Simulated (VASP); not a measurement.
# MnSi (P2_13) in VASP: notebook

One crystal, MnSi, is run at these levels: r2SCAN; tasks: single point, relaxation of cell and atoms.

Everything below comes from runs of VASP 6.6.1. Logs are shortened: lines on timing, memory, paths and dates and some standing lists are left out, and cuts for length are marked.

### Step 1. The crystal as given

It takes space group P2_13 (No. 198, cubic). Conventional cell: a = 4.548 Å, b = 4.548 Å, c = 4.548 Å, α = 90.00°, β = 90.00°, γ = 90.00°. Around Mn (site symmetry 3) lie 7 Si at 2.30 to 2.53 Å. Si (site symmetry 3) is surrounded by 7 Mn at 2.30 to 2.53 Å.

### Step 2. Single point, r2SCAN, collinear spin, ferromagnetic start

The input, INCAR:

```
ALGO     = Normal         # electronic algorithm
AMIX     = 0.2          
AMIX_MAG = 0.8          
BMIX     = 1E-4         
BMIX_MAG = 1E-4         
EDIFF    = 1E-6           # SCF threshold, eV
ENCUT    = 600            # plane-wave cutoff, eV
ISIF     = 2              # what is computed and relaxed
ISMEAR   = 1              # smearing method
ISPIN    = 2              # spin polarisation
KPAR     = 4            
LASPH    = True           # aspherical terms in the spheres
LCHARG   = False          # write CHGCAR
LMAXMIX  = 4              # l up to which the mixer works
LMIXTAU  = True         
LORBIT   = 11             # projections on sites
LREAL    = False          # projectors in reciprocal space
LWAVE    = False          # write WAVECAR
MAGMOM   = 3.5 3.5 3.5 3.5 0 0 0 0 # initial moments
METAGGA  = R2SCAN         # meta-GGA
NELM     = 150            # most SCF steps
PREC     = Accurate       # precision mode
SIGMA    = 0.1            # smearing width, eV
```

The input, KPOINTS:

```
k-points
0
Gamma
  8 8 8
```

The input, POSCAR:

```
MnSi
1.0
    4.5480000000      0.0000000000      0.0000000000
    0.0000000000      4.5480000000      0.0000000000
    0.0000000000      0.0000000000      4.5480000000
Mn Si
4 4
Direct
    0.1380000000      0.1380000000      0.1380000000
    0.3620000000      0.8620000000      0.6380000000
    0.6380000000      0.3620000000      0.8620000000
    0.8620000000      0.6380000000      0.3620000000
    0.8460000000      0.8460000000      0.8460000000
    0.6540000000      0.1540000000      0.3460000000
    0.3460000000      0.6540000000      0.1540000000
    0.1540000000      0.3460000000      0.6540000000
```

Potentials or basis: VASP PAW PBE potentials, release 64 (Mn_pv, Si).

Started as:

```
cat potpaw_PBE.64/Mn_pv/POTCAR potpaw_PBE.64/Si/POTCAR > POTCAR
mpirun -np 4 vasp_std > vasp.out
```

OUTCAR:

```text
AMIX = 0.2
   AMIX_MAG = 0.8
   EDIFF = 1E-6
   ENCUT = 600
   ISIF = 2
   ISMEAR = 1
   ISPIN = 2
   LASPH = True
   LORBIT = 11
   LREAL = False
   METAGGA = R2SCAN
   NELM = 150
   PREC = Accurate

 ion  position               nearest neighbor table
   1  0.138  0.138  0.138-   5 2.30   6 2.40   7 2.40   8 2.40   7 2.53   8 2.53   6 2.53   3 2.79
                             4 2.79   2 2.79   2 2.79   4 2.79   3 2.79
   2  0.362  0.862  0.638-   6 2.30   5 2.40   7 2.40   8 2.40   7 2.53   8 2.53   5 2.53   1 2.79
                             1 2.79   3 2.79   3 2.79   4 2.79   4 2.79
   3  0.638  0.362  0.862-   7 2.30   6 2.40   5 2.40   8 2.40   8 2.53   6 2.53   5 2.53   1 2.79
                             4 2.79   2 2.79   2 2.79   4 2.79   1 2.79
   4  0.862  0.638  0.362-   8 2.30   6 2.40   7 2.40   5 2.40   6 2.53   5 2.53   7 2.53   1 2.79
                             3 2.79   2 2.79   1 2.79   2 2.79   3 2.79
   5  0.846  0.846  0.846-   1 2.30   2 2.40   3 2.40   4 2.40   3 2.53   4 2.53   2 2.53   6 2.81
                             7 2.81   8 2.81   6 2.81   8 2.81   7 2.81
   6  0.654  0.154  0.346-   2 2.30   1 2.40   3 2.40   4 2.40   3 2.53   4 2.53   1 2.53   8 2.81
                             5 2.81   5 2.81   7 2.81   7 2.81   8 2.81
   7  0.346  0.654  0.154-   3 2.30   2 2.40   1 2.40   4 2.40   4 2.53   2 2.53   1 2.53   8 2.81
                             5 2.81   8 2.81   6 2.81   6 2.81   5 2.81
   8  0.154  0.346  0.654-   4 2.30   2 2.40   3 2.40   1 2.40   2 2.53   1 2.53   3 2.53   7 2.81
                             5 2.81   7 2.81   5 2.81   6 2.81   6 2.81

  LATTYP: Found a simple cubic cell.
 ALAT       =     4.5480000000

  Lattice vectors:

 A1 = (   4.5480000000,   0.0000000000,   0.0000000000)
 A2 = (   0.0000000000,   4.5480000000,   0.0000000000)
 A3 = (   0.0000000000,   0.0000000000,   4.5480000000)

Analysis of symmetry for initial positions (statically):
=====================================================================
 Subroutine PRICEL returns:
 Original cell was already a primitive cell.

 Routine SETGRP: Setting up the symmetry group for a
 simple cubic supercell.

 Subroutine GETGRP returns: Found 12 space group operations
 (whereof  3 operations were pure point group operations)
 out of a pool of 48 trial point group operations.

The static configuration has the point symmetry C_3 .
 The point group associated with its full space group is T   .

Analysis of symmetry for dynamics (positions and initial velocities):
=====================================================================
 Subroutine PRICEL returns:
 Original cell was already a primitive cell.

 Routine SETGRP: Setting up the symmetry group for a
 simple cubic supercell.

 Subroutine GETGRP returns: Found 12 space group operations
 (whereof  3 operations were pure point group operations)
 out of a pool of 48 trial point group operations.

The dynamic configuration has the point symmetry C_3 .
 The point group associated with its full space group is T   .

Analysis of structural, dynamic, and magnetic symmetry:
=====================================================================
 Subroutine PRICEL returns:
 Original cell was already a primitive cell.

 Routine SETGRP: Setting up the symmetry group for a
 simple cubic supercell.

 Subroutine GETGRP returns: Found 12 space group operations
 (whereof  3 operations were pure point group operations)
 out of a pool of 48 trial point group operations.

The overall configuration has the point symmetry C_3 .
 The point group associated with its full space group is T   .

 Subroutine INISYM returns: Found 12 space group operations
 (whereof  3 operations are pure point group operations),
 and found     1 'primitive' translations

----------------------------------------------------------------------------------------

                                     Primitive cell

  volume of cell :      94.0722

  direct lattice vectors                    reciprocal lattice vectors
     4.548000000  0.000000000  0.000000000     0.219876869  0.000000000  0.000000000
     0.000000000  4.548000000  0.000000000     0.000000000  0.219876869  0.000000000
     0.000000000  0.000000000  4.548000000     0.000000000  0.000000000  0.219876869

  length of vectors
[... 85 lines left out ...]
   PREC   = accura    normal or accurate (medium, high low for compatibility)
   ISTART =      0    job   : 0-new  1-cont  2-samecut
   ICHARG =      2    charge: 1-file 2-atom 10-const
   ISPIN  =      2    spin polarized calculation?
   LNONCOLLINEAR =      F non collinear calculations
   LSORBIT =      F    spin-orbit coupling
   LASPH  =      T    aspherical Exc in radial PAW
   ENCUT  =  600.0 eV  44.10 Ry    6.64 a.u.   9.08  9.08  9.08*2*pi/ulx,y,z
   NELM   =    150;   NELMIN=  2; NELMDL= -5     # of ELM steps
   EDIFF  = 0.1E-05   stopping-criterion for ELM
   LREAL  =      F    real-space projection
   EDIFFG = 0.1E-04   stopping-criterion for IOM
   NSW    =      0    number of steps for IOM
   IBRION =     -1    ionic relax: 0-MD 1-quasi-New 2-CG
   NFREE  =      0    steps in history (QN), initial steepest desc. (CG)
   ISIF   =      2    stress and relaxation
   ISYM   =      2    0-nonsym 1-usesym 2-fastsym
   POTIM  = 0.5000    time-step for ionic-motion
   TEBEG  =    0.0;   TEEND  =   0.0 temperature during run
   PSTRESS=    0.0 pullay stress
   NELECT =      68.0000    total number of electrons
   NUPDOWN=      -1.0000    fix difference up-down
   EMIN   =  10.00;   EMAX   =-10.00  energy-range for DOS
   EFERMI =   0.00;   METHOD = LEGACY
   ISMEAR =     1;   SIGMA  =   0.10  broadening in eV -4-tet -1-fermi 0-gaus
   EFERMI_NEDOS =   21; number of points for ismear=-14 and -15
   IALGO  =     38    algorithm
   IMIX   =      4    mixing-type and parameters
     AMIX     =   0.20;   BMIX     =  0.00
     AMIX_MAG =   0.80;   BMIX_MAG =  0.00
  volume/ion in A,a.u.               =      11.76        79.35
  Fermi-wavevector in a.u.,A,eV,Ry     =   1.469233  2.776448 29.370157  2.158646
  Thomas-Fermi vector in A             =   2.584635
   LORBIT       =     11    0 simple, 1 ext, 2 COOP (PROOUT), +10 PAW based schemes
   METAGGA = R2SCAN    functional components
   LHFCALC =     F    Hartree Fock is set to
   AEXX    =    0.0000 exact exchange contribution
   IVDW    =     0    specifies the selected vdW correction
   LEPSILON=     F    determine dielectric tensor
   LRPA    =     F    only Hartree local field effects (RPA)
 spin polarized calculation
 Methfessel and Paxton  Order N= 1 SIGMA  =   0.10
  energy-cutoff  :      600.00
  volume of cell :       94.07
 maximum number of plane-waves:      3178
   NGX = 19   NGY = 19   NGZ = 19

 number of electron      68.0000000 magnetization      14.0000000

 number of electron      68.0000085 magnetization       8.0713270

 Free energy of the ion-electron system (eV)
  ---------------------------------------------------
  ext. energy  EPLUGINS =         0.00000000
  ---------------------------------------------------
  free energy    TOTEN  =       -96.96969607 eV

  energy without entropy =      -96.96913729  energy(sigma->0) =      -96.96950981

 E-fermi :  11.0485     XC(G=0): -13.7421

 val. band max:       11.0328115975   @ k =   0.3750   0.3750   0.1250
 cond. band min:      11.0534433821   @ k =   0.5000   0.5000   0.0000
 fundamental gap:      0.0206317846
 Fermi energy:        11.0485331397

 spin component 1

 k-point     1 :       0.0000    0.0000    0.0000
  band No.  band energies     occupation
      1     -40.1207      1.00000
      2     -40.1207      1.00000
      3     -40.1207      1.00000
      4     -40.1008      1.00000
      5     -40.1008      1.00000
      6     -40.1008      1.00000
[... 1165 lines left out ...]
     45      14.9041      0.00000
     46      15.7174      0.00000

 [... further k-points ...]

 spin component 2

 k-point     1 :       0.0000    0.0000    0.0000
  band No.  band energies     occupation
      1     -36.9803      1.00000
      2     -36.9803      1.00000
      3     -36.9803      1.00000
      4     -36.9074      1.00000
      5     -36.9074      1.00000
      6     -36.9074      1.00000
[... 1165 lines left out ...]
     45      16.1728      0.00000
     46      16.7549      0.00000

 [... further k-points ...]

 [bands above 46 left out]

------------------------ aborting loop because EDIFF is reached ----------------------------------------

  FORCE on cell =-STRESS in cart. coord.  units (eV):
  Direction    XX          YY          ZZ          XY          YZ          ZX
  --------------------------------------------------------------------------------------
  -------------------------------------------------------------------------------------
  Total        0.7297320      0.7297320      0.7297320     -0.0000000      0.0000000      0.0000000
  in kB       12.4283244     12.4283244     12.4283244     -0.0000000      0.0000000      0.0000000
  external PRESSURE =      12.4283244 kB  Pullay stress =       0.0000000 kB

 VOLUME and BASIS-vectors are now :
 -----------------------------------------------------------------------------
  energy-cutoff  :      600.00
  volume of cell :       94.07
      direct lattice vectors                 reciprocal lattice vectors
     4.548000000  0.000000000  0.000000000     0.219876869  0.000000000  0.000000000
     0.000000000  4.548000000  0.000000000     0.000000000  0.219876869  0.000000000
     0.000000000  0.000000000  4.548000000     0.000000000  0.000000000  0.219876869

 POSITION                                       TOTAL-FORCE (eV/Angst)
 -----------------------------------------------------------------------------------
      0.62762      0.62762      0.62762         0.102718      0.102718      0.102718
      1.64638      3.92038      2.90162        -0.102718     -0.102718      0.102718
      2.90162      1.64638      3.92038         0.102718     -0.102718     -0.102718
      3.92038      2.90162      1.64638        -0.102718      0.102718     -0.102718
      3.84761      3.84761      3.84761        -0.059064     -0.059064     -0.059064
      2.97439      0.70039      1.57361         0.059064      0.059064     -0.059064
      1.57361      2.97439      0.70039        -0.059064      0.059064      0.059064
      0.70039      1.57361      2.97439         0.059064     -0.059064      0.059064
 -----------------------------------------------------------------------------------
    total drift:                                0.000000      0.000001      0.000000

  FREE ENERGIE OF THE ION-ELECTRON SYSTEM (eV)
  ---------------------------------------------------
  free  energy   TOTEN  =       -96.9696960716 eV

  energy  without entropy=      -96.9691372930  energy(sigma->0) =      -96.96950981

 total charge

# of ion       s       p       d       tot
------------------------------------------
    1        0.354   6.390   5.235  11.979
    2        0.354   6.390   5.235  11.979
    3        0.354   6.390   5.235  11.979
    4        0.354   6.390   5.235  11.979
    5        0.735   0.918   0.000   1.653
    6        0.735   0.918   0.000   1.653
    7        0.735   0.918   0.000   1.653
    8        0.735   0.918   0.000   1.653
--------------------------------------------------
tot          4.356  29.232  20.938  54.526

 magnetization (x)

# of ion       s       p       d       tot
------------------------------------------
    1       -0.001   0.004   2.252   2.255
    2       -0.001   0.004   2.252   2.255
    3       -0.001   0.004   2.252   2.255
    4       -0.001   0.004   2.252   2.255
    5       -0.036  -0.097   0.000  -0.133
    6       -0.036  -0.097   0.000  -0.133
    7       -0.036  -0.097   0.000  -0.133
    8       -0.036  -0.097   0.000  -0.133
--------------------------------------------------
tot         -0.147  -0.374   9.010   8.489
```

It took 4.5 min on 4 MPI ranks of AMD EPYC 9R45 (Zen 5), shared host; peak memory 0.47 GiB.

What came out:

- Free energy: -96.9697 eV
- Pressure: 1.2 GPa
- Largest force: 0.178 eV/Å
- Band gap on the k mesh: none (metal or under the smearing width)
- Net moment: 8.07 μB per cell
- Site moments: Mn +2.25; Si -0.13 μB
- Valence electrons inside the program's atomic spheres: Mn 11.98; Si 1.65

Forces on the atoms (eV/Å):
```
Mn   0.103  0.103  0.103
Mn  -0.103 -0.103  0.103
Mn   0.103 -0.103 -0.103
Mn  -0.103  0.103 -0.103
Si  -0.059 -0.059 -0.059
Si   0.059  0.059 -0.059
Si  -0.059  0.059  0.059
Si   0.059 -0.059  0.059
```

Levels at points of the mesh, in eV from the Fermi level:
Spin up:
```
           k point  band 34  band 35  band 36  band 37  band 38  band 39  band 40  band 41  band 42  band 43
(0.00, 0.00, 0.00)    -1.23    -1.22    -1.22    -0.20    -0.20    -0.20     2.58     2.58     2.58     3.20
(0.50, 0.00, 0.00)    -1.51    -0.96    -0.96    -0.69    -0.69     1.07     1.07     1.51     1.51     4.56
(0.50, 0.50, 0.00)    -1.87    -1.47    -1.47    -0.10    -0.10     0.56     0.56     2.18     2.18     2.69
(0.50, 0.50, 0.50)    -1.62    -1.62    -1.62    -0.35    -0.35    -0.35    -0.35     5.40     5.40     5.40
```
Spin down:
```tsv
k point	band 26	band 27	band 28	band 29	band 30	band 31	band 32	band 33	band 34	band 35
(0.00, 0.00, 0.00)	-1.48	-1.48	-1.48	-1.34	-1.34	-1.34	1.50	1.50	1.50	1.93
(0.50, 0.00, 0.00)	-1.58	-1.47	-1.47	-0.76	-0.76	0.33	0.33	1.47	1.47	1.78
(0.50, 0.50, 0.00)	-1.56	-0.43	-0.43	0.00	0.00	0.24	0.24	0.48	0.48	1.47
(0.50, 0.50, 0.50)	-1.48	-1.48	-1.48	0.76	0.76	0.76	0.76	1.03	1.03	1.03
```

Caveat: the PAW data sets were made with another functional, which shifts forces and pressure a little.

### Step 3. Relaxation of cell and atoms, r2SCAN, collinear spin, ferromagnetic start

The input, INCAR:

```
PREC = Accurate
ENCUT = 600
EDIFF = 1E-6
ISMEAR = 1
SIGMA = 0.1
LREAL = False
LASPH = True
NELM = 150
ALGO = Normal
ISIF = 3
LWAVE = False
LCHARG = False
ISPIN = 2
MAGMOM = 3.5 3.5 3.5 3.5 0 0 0 0
LORBIT = 11
LMAXMIX = 4
METAGGA = R2SCAN
LMIXTAU = True
IBRION = 2
NSW = 90
EDIFFG = -0.01
AMIX = 0.2
BMIX = 1E-4
AMIX_MAG = 0.8
BMIX_MAG = 1E-4
KPAR = 4
```

The input, KPOINTS:

```
regular mesh
0
Gamma
  8 8 8
```

POSCAR is that of step 2.

Potentials or basis: VASP PAW PBE potentials, release 64 (Mn_pv, Si).

Started as:

```
cat potpaw_PBE.64/Mn_pv/POTCAR potpaw_PBE.64/Si/POTCAR > POTCAR
mpirun -np 4 vasp_std > vasp.out
```

Wall time 21 min (4 MPI ranks of AMD EPYC 9R45 (Zen 5), shared host); peak memory 0.48 GiB.

Results (log left out):

* Free energy: -96.9768 eV
* Relaxed volume: 11.83 Å³/atom
* Relaxed cell: a = 4.557 Å, b = 4.557 Å, c = 4.557 Å, α = 90.00°, β = 90.00°, γ = 90.00°
* Space group after relaxing (to 0.05 Å): P2_13 (No. 198)
* Energy gained by relaxing: 0.9 meV/atom
* Ionic steps: 9
* Pressure after relaxing: 0.0 GPa
* Largest force after relaxing: 0.007 eV/Å
* Band gap on the k mesh: none (metal or under the smearing width)
* Net moment: 8.11 μB per cell
* Site moments: Mn +2.27; Si -0.14 μB
* Valence electrons inside the program's atomic spheres: Mn 11.96; Si 1.65

Forces in eV/Å, atoms in the order of the input:
```
Mn   0.000  0.000  0.000
Mn   0.000  0.000  0.000
Mn   0.000  0.000  0.000
Mn   0.000  0.000  0.000
Si   0.004  0.004  0.004
Si  -0.004 -0.004  0.004
Si   0.004 -0.004 -0.004
Si  -0.004  0.004 -0.004
```

Step by step:
```csv
step,energy change (eV),largest force (eV/Å),pressure (GPa),volume (Å³)
1,0.0000,0.1779,1.24,94.07
2,-0.0042,0.0214,-1.33,95.32
3,-0.0058,0.0677,-0.51,94.89
4,-0.0058,0.0716,-0.43,94.86
5,-0.0071,0.0149,-0.03,94.62
6,-0.0070,0.0153,0.07,94.58
7,-0.0071,0.0117,0.00,94.60
8,-0.0071,0.0129,0.03,94.60
9,-0.0071,0.0065,-0.04,94.61
```

Final structure:
```cif
data_structure
_symmetry_space_group_name_H-M 'P 1'
_symmetry_Int_Tables_number 1
_cell_length_a 4.5567
_cell_length_b 4.5567
_cell_length_c 4.5567
_cell_angle_alpha 90.000
_cell_angle_beta 90.000
_cell_angle_gamma 90.000
_cell_volume 94.61
loop_
_atom_site_label
_atom_site_type_symbol
_atom_site_fract_x
_atom_site_fract_y
_atom_site_fract_z
_atom_site_occupancy
Mn1 Mn 0.13939 0.13939 0.13939 1
Mn2 Mn 0.36061 0.86061 0.63939 1
Mn3 Mn 0.63939 0.36061 0.86061 1
Mn4 Mn 0.86061 0.63939 0.36061 1
Si1 Si 0.84525 0.84525 0.84525 1
Si2 Si 0.65475 0.15475 0.34525 1
Si3 Si 0.34525 0.65475 0.15475 1
Si4 Si 0.15475 0.34525 0.65475 1
```

Levels at points of the mesh, in eV from the Fermi level:
Spin up:
```tsv
k point	band 35	band 36	band 37	band 38	band 39	band 40	band 41	band 42
(0.00, 0.00, 0.00)	-1.25	-1.25	-0.23	-0.23	-0.23	2.52	2.52	2.52
(0.50, 0.00, 0.00)	-0.99	-0.99	-0.73	-0.73	1.03	1.03	1.46	1.46
(0.50, 0.50, 0.00)	-1.49	-1.49	-0.14	-0.14	0.52	0.52	2.11	2.11
(0.50, 0.50, 0.50)	-1.64	-1.64	-0.39	-0.39	-0.39	-0.39	5.34	5.34
```
Spin down:
```tsv
k point	band 26	band 27	band 28	band 29	band 30	band 31	band 32	band 33	band 34	band 35
(0.00, 0.00, 0.00)	-1.45	-1.45	-1.45	-1.34	-1.34	-1.34	1.49	1.49	1.49	1.90
(0.50, 0.00, 0.00)	-1.57	-1.45	-1.45	-0.74	-0.74	0.34	0.34	1.46	1.46	1.77
(0.50, 0.50, 0.00)	-1.56	-0.44	-0.44	0.01	0.01	0.25	0.25	0.50	0.50	1.46
(0.50, 0.50, 0.50)	-1.47	-1.47	-1.47	0.75	0.75	0.75	0.75	1.03	1.03	1.03
```

Caveat: the PAW data sets were made with another functional, which shifts forces and pressure a little.

[end of part 1 of 2]
